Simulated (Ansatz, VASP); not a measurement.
**C in VASP and in Ansatz**

```
C
1.0
     1.88012   -4.56987    0.00000
     1.88012    4.56987    0.00000
    -1.35454    0.00000    2.22385
C
6
Direct
  0.68444 0.03262 0.13383
  0.57325 0.42675 0.00000
  0.42675 0.57325 0.00000
  0.31556 0.96738 0.86617
  0.96738 0.31556 0.86617
  0.03262 0.68444 0.13383
```

Change from the starting cell: the structure that the rattled cell fell into.

Alike in both runs: task single point; functional PBE; k mesh 6 × 6 × 8; occupations gaussian, width 0.1 eV; no spin polarisation.

|  | VASP | Ansatz |
| --- | --- | --- |
| version | VASP 6.6.1 | Ansatz 0.2.0 |
| potentials or method | VASP PAW PBE potentials, release 64 (C) | scalar-relativistic, plane waves, PAW |
| plane-wave cutoff (eV) | 520 | 420 |
| valence electrons in the cell | 24 | 24 |

```csv
,VASP,Ansatz,Ansatz less VASP
gap on the k mesh at the Fermi level (eV),none,none,-
pressure (GPa),0.5,0.0,-0.48
largest component of the traceless stress (GPa),0.35,0.21,-0.136
rms of the force components (eV/Å),0.016,0.016,+0.0008
```

Atom by atom the forces differ by 0.008 eV/Å (rms over components). A gap of «none» marks a metal or a gap that the smearing closes. With one functional, cell and mesh, what is left measures potentials, basis and numerics.
